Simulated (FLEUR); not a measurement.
# Ti3Al (P-6m2) in FLEUR: a series of runs, part 2 of 2

FLEUR MaX-R8.1 (later development tree).

## 3. Equation of state, r2SCAN, 16.09 Å³/atom (volume scaled by 0.94)

Changes to inp.xml since step 2:

```diff
@@ -27,3 +27,3 @@
       <xi:include xmlns:xi="http://www.w3.org/2001/XInclude" href="sym.xml"> </xi:include>
-      <bulkLattice scale="1.0">
+      <bulkLattice scale="0.9795861087">
          <bravaisMatrix>
@@ -37,3 +37,3 @@
       <species name="Titanium (Ti)" element="Ti" atomicNumber="22">
-         <mtSphere radius="2.5" gridPoints="827" logIncrement="0.015"/>
+         <mtSphere radius="2.42" gridPoints="827" logIncrement="0.015"/>
          <atomicCutoffs lmax="10" lnonsphr="10"/>
@@ -53,3 +53,3 @@
       <species name="Aluminum (Al)" element="Al" atomicNumber="13">
-         <mtSphere radius="2.51" gridPoints="829" logIncrement="0.014"/>
+         <mtSphere radius="2.44" gridPoints="829" logIncrement="0.014"/>
          <atomicCutoffs lmax="10" lnonsphr="10"/>
```

Potentials or basis: all-electron, FLAPW.

The run is started by

```console
$ inpgen -f crystal.txt -profile fastHighL
$ # inp.xml edited to the form shown
$ fleur_MPI
```

Log:

```text
Welcome to FLEUR        (www.flapw.de)
      MaX-Release 8.1          (www.max-centre.eu)
 func_ids         498         497         498         497
 MetaGGA potential functional detected - V_tau will be computed
 Auxiliary Potential for radial basis: exchange=         117  correlation=         130
The functional 'Re-regularized SCAN exchange by Furness et al' is an exchange functional, it belongs to the 'MGGA' family and is defined in the reference(s):
[1] J. W. Furness, A. D. Kaplan, J. Ning, J. P. Perdew, and J. Sun.,  J. Phys. Chem. Lett. 11, 8208-8215 (2020)
[2] J. W. Furness, A. D. Kaplan, J. Ning, J. P. Perdew, and J. Sun.,  J. Phys. Chem. Lett. 11, 9248-9248 (2020)
The functional 'Re-regularized SCAN correlation by Furness et al' is a correlation functional, it belongs to the 'MGGA' family and is defined in the reference(s):
[1] J. W. Furness, A. D. Kaplan, J. Ning, J. P. Perdew, and J. Sun.,  J. Phys. Chem. Lett. 11, 8208-8215 (2020)
[2] J. W. Furness, A. D. Kaplan, J. Ning, J. P. Perdew, and J. Sun.,  J. Phys. Chem. Lett. 11, 9248-9248 (2020)
 Using same functional for VXC and EXC

 ========== k-point set info ==========
 Selected k-point list: default-1
 k-point list type: mesh
 10 x 10 x 3
 Number of k points: 28

 ------------Calculation Setup---------------------------
 Number of MPI-tasks      :            1
 Number of PE/node        :            1
 Number of OMP-threads    :            1
 Most efficient MPI parallelization for:
           1           2           4           7          14          28
 Additional eigenvalue parallelization possible
 Number of basis functions:          667
 Approximate size of matrices (H+S) per k-point:         0.013 GB
 --------------------------------------------------------
The functional 'Hammer, Hansen, and Norskov' is an exchange functional, it belongs to the 'GGA' family and is defined in the reference(s):
[1] B. Hammer, L. B. Hansen, and J. K. Nørskov.,  Phys. Rev. B 59, 7413 (1999)
The functional 'Perdew, Burke & Ernzerhof' is a correlation functional, it belongs to the 'GGA' family and is defined in the reference(s):
[1] J. P. Perdew, K. Burke, and M. Ernzerhof.,  Phys. Rev. Lett. 77, 3865 (1996)
[2] J. P. Perdew, K. Burke, and M. Ernzerhof.,  Phys. Rev. Lett. 78, 1396 (1997)
 Using same functional for VXC and EXC
 Using auxiliary GGA potential for the first iteration of MetaGGA calculation.
 Reset of history
 Reset of history
 Iteration:     1   Distance:      17.11637508 me/bohr^3
The functional 'Hammer, Hansen, and Norskov' is an exchange functional, it belongs to the 'GGA' family and is defined in the reference(s):
[1] B. Hammer, L. B. Hansen, and J. K. Nørskov.,  Phys. Rev. B 59, 7413 (1999)
The functional 'Perdew, Burke & Ernzerhof' is a correlation functional, it belongs to the 'GGA' family and is defined in the reference(s):
[1] J. P. Perdew, K. Burke, and M. Ernzerhof.,  Phys. Rev. Lett. 77, 3865 (1996)
[2] J. P. Perdew, K. Burke, and M. Ernzerhof.,  Phys. Rev. Lett. 78, 1396 (1997)
 Using same functional for VXC and EXC
 Iteration:     2   Distance:      16.62443795 me/bohr^3
The functional 'Hammer, Hansen, and Norskov' is an exchange functional, it belongs to the 'GGA' family and is defined in the reference(s):
[1] B. Hammer, L. B. Hansen, and J. K. Nørskov.,  Phys. Rev. B 59, 7413 (1999)
The functional 'Perdew, Burke & Ernzerhof' is a correlation functional, it belongs to the 'GGA' family and is defined in the reference(s):
[1] J. P. Perdew, K. Burke, and M. Ernzerhof.,  Phys. Rev. Lett. 77, 3865 (1996)
[2] J. P. Perdew, K. Burke, and M. Ernzerhof.,  Phys. Rev. Lett. 78, 1396 (1997)
 Using same functional for VXC and EXC
 Iteration:     3   Distance:      15.58098731 me/bohr^3
The functional 'Hammer, Hansen, and Norskov' is an exchange functional, it belongs to the 'GGA' family and is defined in the reference(s):
[1] B. Hammer, L. B. Hansen, and J. K. Nørskov.,  Phys. Rev. B 59, 7413 (1999)
The functional 'Perdew, Burke & Ernzerhof' is a correlation functional, it belongs to the 'GGA' family and is defined in the reference(s):
[1] J. P. Perdew, K. Burke, and M. Ernzerhof.,  Phys. Rev. Lett. 77, 3865 (1996)
[2] J. P. Perdew, K. Burke, and M. Ernzerhof.,  Phys. Rev. Lett. 78, 1396 (1997)
 Using same functional for VXC and EXC
 Iteration:     4   Distance:       9.18946704 me/bohr^3
The functional 'Hammer, Hansen, and Norskov' is an exchange functional, it belongs to the 'GGA' family and is defined in the reference(s):
[1] B. Hammer, L. B. Hansen, and J. K. Nørskov.,  Phys. Rev. B 59, 7413 (1999)
The functional 'Perdew, Burke & Ernzerhof' is a correlation functional, it belongs to the 'GGA' family and is defined in the reference(s):
[1] J. P. Perdew, K. Burke, and M. Ernzerhof.,  Phys. Rev. Lett. 77, 3865 (1996)
[2] J. P. Perdew, K. Burke, and M. Ernzerhof.,  Phys. Rev. Lett. 78, 1396 (1997)
 Using same functional for VXC and EXC
 Iteration:     5   Distance:       5.01169863 me/bohr^3
The functional 'Hammer, Hansen, and Norskov' is an exchange functional, it belongs to the 'GGA' family and is defined in the reference(s):
[1] B. Hammer, L. B. Hansen, and J. K. Nørskov.,  Phys. Rev. B 59, 7413 (1999)
The functional 'Perdew, Burke & Ernzerhof' is a correlation functional, it belongs to the 'GGA' family and is defined in the reference(s):
[1] J. P. Perdew, K. Burke, and M. Ernzerhof.,  Phys. Rev. Lett. 77, 3865 (1996)
[2] J. P. Perdew, K. Burke, and M. Ernzerhof.,  Phys. Rev. Lett. 78, 1396 (1997)
 Using same functional for VXC and EXC
 Iteration:     6   Distance:       2.22024558 me/bohr^3
The functional 'Hammer, Hansen, and Norskov' is an exchange functional, it belongs to the 'GGA' family and is defined in the reference(s):
[1] B. Hammer, L. B. Hansen, and J. K. Nørskov.,  Phys. Rev. B 59, 7413 (1999)
The functional 'Perdew, Burke & Ernzerhof' is a correlation functional, it belongs to the 'GGA' family and is defined in the reference(s):
[1] J. P. Perdew, K. Burke, and M. Ernzerhof.,  Phys. Rev. Lett. 77, 3865 (1996)
[2] J. P. Perdew, K. Burke, and M. Ernzerhof.,  Phys. Rev. Lett. 78, 1396 (1997)
 Using same functional for VXC and EXC
 Iteration:     7   Distance:       2.83902065 me/bohr^3
The functional 'Hammer, Hansen, and Norskov' is an exchange functional, it belongs to the 'GGA' family and is defined in the reference(s):
[1] B. Hammer, L. B. Hansen, and J. K. Nørskov.,  Phys. Rev. B 59, 7413 (1999)
The functional 'Perdew, Burke & Ernzerhof' is a correlation functional, it belongs to the 'GGA' family and is defined in the reference(s):
[1] J. P. Perdew, K. Burke, and M. Ernzerhof.,  Phys. Rev. Lett. 77, 3865 (1996)
[2] J. P. Perdew, K. Burke, and M. Ernzerhof.,  Phys. Rev. Lett. 78, 1396 (1997)
 Using same functional for VXC and EXC
 Iteration:     8   Distance:       0.59493637 me/bohr^3
The functional 'Hammer, Hansen, and Norskov' is an exchange functional, it belongs to the 'GGA' family and is defined in the reference(s):
[1] B. Hammer, L. B. Hansen, and J. K. Nørskov.,  Phys. Rev. B 59, 7413 (1999)
The functional 'Perdew, Burke & Ernzerhof' is a correlation functional, it belongs to the 'GGA' family and is defined in the reference(s):
[1] J. P. Perdew, K. Burke, and M. Ernzerhof.,  Phys. Rev. Lett. 77, 3865 (1996)
[2] J. P. Perdew, K. Burke, and M. Ernzerhof.,  Phys. Rev. Lett. 78, 1396 (1997)
 Using same functional for VXC and EXC
 Iteration:     9   Distance:       0.50033057 me/bohr^3
[... 29 lines left out ...]
[1] B. Hammer, L. B. Hansen, and J. K. Nørskov.,  Phys. Rev. B 59, 7413 (1999)
The functional 'Perdew, Burke & Ernzerhof' is a correlation functional, it belongs to the 'GGA' family and is defined in the reference(s):
[1] J. P. Perdew, K. Burke, and M. Ernzerhof.,  Phys. Rev. Lett. 77, 3865 (1996)
[2] J. P. Perdew, K. Burke, and M. Ernzerhof.,  Phys. Rev. Lett. 78, 1396 (1997)
 Using same functional for VXC and EXC
 Iteration:    14   Distance:       0.00665569 me/bohr^3
The functional 'Hammer, Hansen, and Norskov' is an exchange functional, it belongs to the 'GGA' family and is defined in the reference(s):
[1] B. Hammer, L. B. Hansen, and J. K. Nørskov.,  Phys. Rev. B 59, 7413 (1999)
The functional 'Perdew, Burke & Ernzerhof' is a correlation functional, it belongs to the 'GGA' family and is defined in the reference(s):
[1] J. P. Perdew, K. Burke, and M. Ernzerhof.,  Phys. Rev. Lett. 77, 3865 (1996)
[2] J. P. Perdew, K. Burke, and M. Ernzerhof.,  Phys. Rev. Lett. 78, 1396 (1997)
 Using same functional for VXC and EXC
 Iteration:    15   Distance:       0.00384340 me/bohr^3
The functional 'Hammer, Hansen, and Norskov' is an exchange functional, it belongs to the 'GGA' family and is defined in the reference(s):
[1] B. Hammer, L. B. Hansen, and J. K. Nørskov.,  Phys. Rev. B 59, 7413 (1999)
The functional 'Perdew, Burke & Ernzerhof' is a correlation functional, it belongs to the 'GGA' family and is defined in the reference(s):
[1] J. P. Perdew, K. Burke, and M. Ernzerhof.,  Phys. Rev. Lett. 77, 3865 (1996)
[2] J. P. Perdew, K. Burke, and M. Ernzerhof.,  Phys. Rev. Lett. 78, 1396 (1997)
 Using same functional for VXC and EXC
 Iteration:    16   Distance:       0.00110301 me/bohr^3
The functional 'Hammer, Hansen, and Norskov' is an exchange functional, it belongs to the 'GGA' family and is defined in the reference(s):
[1] B. Hammer, L. B. Hansen, and J. K. Nørskov.,  Phys. Rev. B 59, 7413 (1999)
The functional 'Perdew, Burke & Ernzerhof' is a correlation functional, it belongs to the 'GGA' family and is defined in the reference(s):
[1] J. P. Perdew, K. Burke, and M. Ernzerhof.,  Phys. Rev. Lett. 77, 3865 (1996)
[2] J. P. Perdew, K. Burke, and M. Ernzerhof.,  Phys. Rev. Lett. 78, 1396 (1997)
 Using same functional for VXC and EXC
 Iteration:    17   Distance:       0.00060361 me/bohr^3
The functional 'Hammer, Hansen, and Norskov' is an exchange functional, it belongs to the 'GGA' family and is defined in the reference(s):
[1] B. Hammer, L. B. Hansen, and J. K. Nørskov.,  Phys. Rev. B 59, 7413 (1999)
The functional 'Perdew, Burke & Ernzerhof' is a correlation functional, it belongs to the 'GGA' family and is defined in the reference(s):
[1] J. P. Perdew, K. Burke, and M. Ernzerhof.,  Phys. Rev. Lett. 77, 3865 (1996)
[2] J. P. Perdew, K. Burke, and M. Ernzerhof.,  Phys. Rev. Lett. 78, 1396 (1997)
 Using same functional for VXC and EXC
 Iteration:    18   Distance:       0.00032024 me/bohr^3
The functional 'Hammer, Hansen, and Norskov' is an exchange functional, it belongs to the 'GGA' family and is defined in the reference(s):
[1] B. Hammer, L. B. Hansen, and J. K. Nørskov.,  Phys. Rev. B 59, 7413 (1999)
The functional 'Perdew, Burke & Ernzerhof' is a correlation functional, it belongs to the 'GGA' family and is defined in the reference(s):
[1] J. P. Perdew, K. Burke, and M. Ernzerhof.,  Phys. Rev. Lett. 77, 3865 (1996)
[2] J. P. Perdew, K. Burke, and M. Ernzerhof.,  Phys. Rev. Lett. 78, 1396 (1997)
 Using same functional for VXC and EXC
 Iteration:    19   Distance:       0.00007485 me/bohr^3

 ********************************************************************
 Run finished successfully
 Stop message:
   all done
 ********************************************************************
```

It took 3.4 min on 1 thread of Arm Neoverse V2, shared host; peak memory 0.14 GiB.

Results:

```
Free energy                                           : -76323.2247 eV
Band gap on the k mesh                                : none (metal or under the smearing width)
Valence electrons inside the program's atomic spheres : Ti 10.44, 10.47; Al 9.78 (radii Ti 2.42, Al 2.44 bohr)
```

Caveat: the meta-GGA is that of a development version, with a GGA for the radial functions and cores and without core tails.

## 4. Equation of state, r2SCAN, 16.44 Å³/atom (volume scaled by 0.96)

Changes to inp.xml since step 3:

```diff
@@ -27,3 +27,3 @@
       <xi:include xmlns:xi="http://www.w3.org/2001/XInclude" href="sym.xml"> </xi:include>
-      <bulkLattice scale="0.9795861087">
+      <bulkLattice scale="0.9864848297">
          <bravaisMatrix>
```

The run is started by

```console
$ inpgen -f crystal.txt -profile fastHighL
$ # inp.xml edited to the form shown
$ fleur_MPI
```

Run time: 3.5 min. Hardware: 1 thread of Arm Neoverse V2, shared host; peak memory 0.14 GiB.

Results (log left out):

* Free energy: -76323.2730 eV
* Band gap on the k mesh: none (metal or under the smearing width)
* Valence electrons inside the program's atomic spheres: Ti 10.41, 10.44; Al 9.75 (radii Ti 2.42, Al 2.44 bohr)

Caveat: the meta-GGA is that of a development version, with a GGA for the radial functions and cores and without core tails.

## 5. Equation of state, r2SCAN, 17.12 Å³/atom

Changes to inp.xml since step 4:

```diff
@@ -27,3 +27,3 @@
       <xi:include xmlns:xi="http://www.w3.org/2001/XInclude" href="sym.xml"> </xi:include>
-      <bulkLattice scale="0.9864848297">
+      <bulkLattice scale="1.0000000000">
          <bravaisMatrix>
```

The run is started by

```console
$ inpgen -f crystal.txt -profile fastHighL
$ # inp.xml edited to the form shown
$ fleur_MPI
```

It took 3.8 min on 1 thread of Arm Neoverse V2, shared host; peak memory 0.14 GiB.

Results (log left out):

```yaml
Free_energy: -76323.3015 eV
Band_gap_on_the_k_mesh: none (metal or under the smearing width)
Valence_electrons_inside_the_program's_atomic_spheres: Ti 10.35, 10.38; Al 9.69 (radii Ti 2.42, Al 2.44 bohr)
```

Caveat: the meta-GGA is that of a development version, with a GGA for the radial functions and cores and without core tails.

## 6. Equation of state, r2SCAN, 17.80 Å³/atom (volume scaled by 1.04)

Changes to inp.xml since step 5:

```diff
@@ -27,3 +27,3 @@
       <xi:include xmlns:xi="http://www.w3.org/2001/XInclude" href="sym.xml"> </xi:include>
-      <bulkLattice scale="1.0000000000">
+      <bulkLattice scale="1.0131594038">
          <bravaisMatrix>
```

Potentials or basis: all-electron, FLAPW.

The run is started by

```console
$ inpgen -f crystal.txt -profile fastHighL
$ # inp.xml edited to the form shown
$ fleur_MPI
```

Wall time 4.1 min (1 thread of Arm Neoverse V2, shared host); peak memory 0.14 GiB.

It converged, with:

```yaml
Free_energy: -76323.2518 eV
Band_gap_on_the_k_mesh: none (metal or under the smearing width)
Valence_electrons_inside_the_program's_atomic_spheres: Ti 10.30, 10.33; Al 9.64 (radii Ti 2.42, Al 2.44 bohr)
```

Caveat: the meta-GGA is that of a development version, with a GGA for the radial functions and cores and without core tails.

## 7. Equation of state, r2SCAN, 18.15 Å³/atom (volume scaled by 1.06)

Changes to inp.xml since step 6:

```diff
@@ -27,3 +27,3 @@
       <xi:include xmlns:xi="http://www.w3.org/2001/XInclude" href="sym.xml"> </xi:include>
-      <bulkLattice scale="1.0131594038">
+      <bulkLattice scale="1.0196128224">
          <bravaisMatrix>
```

The run is started by

```console
$ inpgen -f crystal.txt -profile fastHighL
$ # inp.xml edited to the form shown
$ fleur_MPI
```

It took 4.4 min on 1 thread of Arm Neoverse V2, shared host; peak memory 0.14 GiB.

Results (log left out):

```
Free energy                                           : -76323.2021 eV
Band gap on the k mesh                                : none (metal or under the smearing width)
Valence electrons inside the program's atomic spheres : Ti 10.28, 10.30; Al 9.62 (radii Ti 2.42, Al 2.44 bohr)
```

Caveat: the meta-GGA is that of a development version, with a GGA for the radial functions and cores and without core tails.

## 8. Equation of state, r2SCAN

This step only gathers the single runs of the series.

Results:

- Equilibrium volume: 17.01 Å³/atom
- Bulk modulus at fixed shape and positions: 116 GPa

Energy against volume, from the lowest point:
```
volume (Å³/atom)  energy (meV/atom)
          16.093              19.20
          16.435               7.12
          17.120               0.00
          17.805              12.41
          18.147              24.85
```

Caveat: the meta-GGA is that of a development version, with a GGA for the radial functions and cores and without core tails; the cell was scaled at fixed shape and fractional positions, which overstates the stiffness of a crystal with free parameters, most of all of layers and chains.
